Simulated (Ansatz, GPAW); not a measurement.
# Si with GLLB-SC from a Python script

These are simulated results from GPAW 26.7.0, not measurements. The cell was built from a prototype and was relaxed with r2SCAN in plane waves (Ansatz 0.2.0). Not every such cell is a known phase. All runs are without spin polarisation.

The symmetry is P6_3/mmc (No. 194, hexagonal); a = 3.832 Å, c = 6.341 Å in the conventional setting, 20.16 Å³ an atom. Si has 4 Si at 2.35–2.37 Å.

GLLB-SC is a model potential. Its fundamental gap is the Kohn-Sham gap plus a derivative discontinuity, which the script evaluates at the band edges among the listed k points. Its total energy isn't variational and serves nothing here.

run.py reads:

```python
import json
from ase import Atoms
from gpaw import GPAW, PW, FermiDirac

atoms = Atoms(['Si', 'Si', 'Si', 'Si'],
              cell=[[3.83212953, 0.0, 0.0], [-1.91606477, 3.31872152, 0.0], [0.0, 0.0, 6.3412169]],
              scaled_positions=[[0.333333333, 0.666666667, 0.000560942], [0.666666667, 0.333333333, 0.500560942], [0.333333333, 0.666666667, 0.374439058], [0.666666667, 0.333333333, 0.874439058]],
              pbc=True)
calc = GPAW(mode=PW(400), xc='GLLBSC', kpts={'size': (6, 6, 4), 'gamma': True},
            occupations=FermiDirac(0.02), maxiter=100, legacy_gpaw=True, txt='gpaw.txt')
atoms.calc = calc
res = {'energy': atoms.get_potential_energy(force_consistent=True)}
res['electrons'] = calc.get_number_of_electrons()
res['k'] = calc.get_ibz_k_points().tolist()
res['levels'] = [calc.get_eigenvalues(kpt=i).tolist() for i in range(len(res['k']))]
points = [[0.0, 0.0, 0.0], [0.5, 0.0, 0.0], [0.333333, 0.333333, 0.0], [0.0, 0.0, 0.5], [0.5, 0.0, 0.5], [0.333333, 0.333333, 0.5], [0.0, 0.5, 0.0]]
bands = calc.fixed_density(kpts=points, symmetry='off', nbands=round(res['electrons']) // 2 + 6, convergence={'bands': -2}, txt='bands.txt')
res['points'] = [bands.get_eigenvalues(kpt=i).tolist() for i in range(len(points))]
homo, lumo = bands.get_homo_lumo()
potential = calc.hamiltonian.xc.response.calculate_discontinuity_potential(homo, lumo)
res['discontinuity'] = bands.hamiltonian.xc.response.calculate_discontinuity(potential)
json.dump(res, open('results.json', 'w'))
print('free energy (eV):', round(res['energy'], 5))
```

Command: `python run.py`. It took 17 s on 1 thread of Intel(R) Xeon(R) 6975P-C (Granite Rapids), on a shared host, peak memory 0.18 GiB.

The log gpaw.txt, trimmed of paths, versions and times, then the last line on the terminal. An iter line gives the energy in eV and the logarithms of the changes of orbitals (plane waves alone) and density (c: converged):

```
___ ___ ___ _ _ _
 |   |   |_  | | | |

 | | | | | . | | | |

 |__ |  _|___|_____|  26.7.0
 |___|_|

Input parameters:
  kpts: {gamma: True,
         size: (6, 6, 4)}
  maxiter: 100
  mode: {ecut: 400.0,
         name: pw}
  occupations: {fixmagmom: False,
                name: fermi-dirac,
                width: 0.02}
  xc: GLLBSC

System changes: positions, numbers, cell, pbc, initial_charges, initial_magmoms

Initialize ...

species:
  Si:
    name:    Silicon
    Z:       14.0
    valence: 4
    core:    10
    charge:  0.0  # [|e|]
    compensation charges:
      type: gauss
      rc: 0.33  # [Å]
      lmax: 2
    cutoffs:
      filter: 1.86  # [Å]
      core: 2.06  # [Å]
    projectors
    | kind |    occ | energy [eV] | rcut [Å] |

    |------|--------|-------------|----------|

    |   3s |  2.000 |     -12.033 |    1.058 |

    |   3p |  2.000 |      -5.571 |    1.058 |

    |    s |        |      15.179 |    1.058 |

    |    p |        |      21.640 |    1.058 |

    |    d |        |       0.000 |    1.058 |

    Using partial waves for Si as LCAO basis

Reference energy: -31484.800537  # eV

Spin-paired calculation

Convergence criteria:
 Maximum [total energy] change in last 3 cyles: 0.0005 eV / valence electron
 Maximum integral of absolute [dens]ity change: 0.0001 electrons / valence electron
 Maximum integral of absolute [eigenst]ate change: 4e-08 eV^2 / valence electron
 Maximum number of scf [iter]ations: 100
 (Square brackets indicate name in SCF output, whereas a 'c' in
 the SCF output indicates the quantity has converged.)

Symmetries present (total): 2

  ( 1  0  0)  ( 0 -1  0)
  ( 0  1  0)  (-1  0  0)
  ( 0  0  1)  ( 0  0  1)

144 k-points: 6 x 6 x 4 Monkhorst-Pack grid + [1/12,1/12,1/8]
47 k-points in the irreducible part of the Brillouin zone
       k-points in crystal coordinates                weights
   0:     0.00000000    0.00000000    0.00000000          1/144
   1:     0.00000000    0.00000000    0.25000000          2/144
   2:     0.00000000    0.00000000    0.50000000          1/144
   3:     0.16666667   -0.16666667   -0.25000000          2/144
   4:     0.16666667   -0.16666667    0.00000000          2/144
   5:     0.16666667   -0.16666667    0.25000000          2/144
   6:     0.16666667   -0.16666667    0.50000000          2/144
   7:     0.16666667    0.00000000   -0.25000000          4/144
   8:     0.16666667    0.00000000    0.00000000          4/144
   9:     0.16666667    0.00000000    0.25000000          4/144
          ...
  46:     0.50000000    0.50000000    0.50000000          1/144

Wave functions: Plane wave expansion
  Cutoff energy: 400.000 eV
  Number of coefficients (min, max): 1451, 1496
  Pulay-stress correction: 0.000000 eV/Ang^3 (de/decut=0.000000)
  Using FFTW library
  ScaLapack parameters: grid=1x1, blocksize=None
  Wavefunction extrapolation:
    Improved wavefunction reuse through dual PAW basis

Occupation numbers: Fermi-Dirac:
  width: 0.0200  # eV

Eigensolver
   Davidson(niter=2)

Densities:
  Coarse grid: 18*18*30 grid
  Fine grid: 36*36*60 grid
  Total Charge: 0.000000

Density mixing:
  Method: separate
  Backend: msr1
  Linear mixing parameter: 0.05
  old densities: 10
  Width of damping distribution: 1.1
  Damping of long wavelength oscillations: 20

Hamiltonian:
  XC and Coulomb potentials evaluated on a 36*36*60 grid
  Using the GLLBSC Exchange-Correlation functional
  External potential:
    NoExternalPotential

XC parameters: GLLBSC functional being used consists of
  -----------------------------------------------------------------------
  | Weight | Module     | Description                                   |

  -----------------------------------------------------------------------
  |  1.000 | SCREENING  | GGA_X_PBE_SOL with 2 nearest neighbor stencil |

  |  1.000 | RESPONSE   | eps=0.0500 eV                                 |

  |  1.000 | XC         | GGA_C_PBE_SOL with 2 nearest neighbor stencil |

  -----------------------------------------------------------------------

Memory estimate:
  Process memory now: 114.50 MiB
  Calculator: 31.06 MiB
    Density: 4.96 MiB
      Arrays: 1.93 MiB
      Localized functions: 1.55 MiB
      Mixer: 1.48 MiB
    Hamiltonian: 1.29 MiB
      Arrays: 1.26 MiB
      XC: 0.00 MiB
      Poisson: 0.00 MiB
      vbar: 0.03 MiB
    Wavefunctions: 24.81 MiB
      Arrays psit_nG: 15.02 MiB
      Eigensolver: 0.46 MiB
      Projections: 0.52 MiB
      Projectors: 7.36 MiB
      PW-descriptor: 1.44 MiB

Total number of cores used: 1

Number of atoms: 4
Number of atomic orbitals: 16
Number of bands in calculation: 14
Number of valence electrons: 16
Bands to converge: occupied

... initialized

Initializing position-dependent things.

Density initialized from atomic densities
Creating initial wave functions:
  14 bands from LCAO basis set
Positions:
   0 Si    -0.000000    2.212481    0.003557    ( 0.0000,  0.0000,  0.0000)
   1 Si     1.916065    1.106241    3.174166    ( 0.0000,  0.0000,  0.0000)
   2 Si    -0.000000    2.212481    2.374399    ( 0.0000,  0.0000,  0.0000)
   3 Si     1.916065    1.106241    5.545008    ( 0.0000,  0.0000,  0.0000)

Unit cell:
           periodic     x           y           z      points  spacing
  1. axis:    yes    3.832130    0.000000    0.000000    18     0.1844
  2. axis:    yes   -1.916065    3.318722    0.000000    18     0.1844
  3. axis:    yes    0.000000    0.000000    6.341217    30     0.2114

  Lengths:   3.832130   3.832130   6.341217
  Angles:   90.000000  90.000000 120.000000

Effective grid spacing dv^(1/3) = 0.2024

iter:   1   -22.436338
iter:   2   -23.999045   -1.20  -0.80
iter:   3   -23.587658   -2.69  -0.75
iter:   4   -23.105905   -1.56  -0.90
iter:   5   -23.117830   -2.57  -1.53
iter:   6   -23.079359   -4.04  -1.39
iter:   7   -23.072919   -4.28  -1.48
iter:   8   -23.028825   -3.03  -1.57
iter:   9   -23.041476   -4.91  -2.66
iter:  10   -23.039835   -5.06  -2.63
iter:  11   -23.040914c  -6.43  -3.74
iter:  12   -23.040742c  -7.31  -4.34c
iter:  13   -23.040801c  -8.43c -4.58c

Converged after 13 iterations.

Energy contributions relative to reference atoms: (reference = -31484.800537)

Kinetic:        +55.038205
Potential:      -48.422678
External:        +0.000000
XC:             -29.646894
Entropy (-ST):   -0.000000
Local:           -0.009434
SIC:             +0.000000
--------------------------
Free energy:    -23.040801
Extrapolated:   -23.040801

GLLBSC response reference energy: 5.33707 eV (from HOMO)

Showing only first 2 kpts
 Kpt  Band  Eigenvalues  Occupancy
  0     6      5.33722    2.00000
  0     7      5.33723    2.00000
  0     8      6.65675    0.00000
  0     9      7.47683    0.00000

  1     6      5.00314    2.00000
  1     7      5.00314    2.00000
  1     8      6.85549    0.00000
  1     9      7.78403    0.00000

Fermi level: 5.61423

Gap: 0.562 eV
Transition (v -> c):
  (s=0, k=0, n=7, [0.00, 0.00, 0.00]) -> (s=0, k=33, n=8, [0.50, 0.00, 0.00])
Direct/indirect transitions are different
Direct gap: 1.320 eV
Transition at: (s=0, k=0, n=7, [0.00, 0.00, 0.00])

free energy (eV): -23.0408
```

The gap in the log is over the mesh alone; results.json adds the listed points. GLLB-SC gives a gap of 0.82 eV (0.562 eV Kohn-Sham over the listed points plus 0.258 eV discontinuity). On the same cell, plane-wave PBE (Ansatz, 12×12×4 k points and the special points) gives a gap of 0.43 eV and r2SCAN a gap of 0.61 eV; on shared hosts these took about 2.1 and 4.8 core-seconds on the 4-atom cell, against 17 for the script. Semilocal gaps usually lie below measured ones.
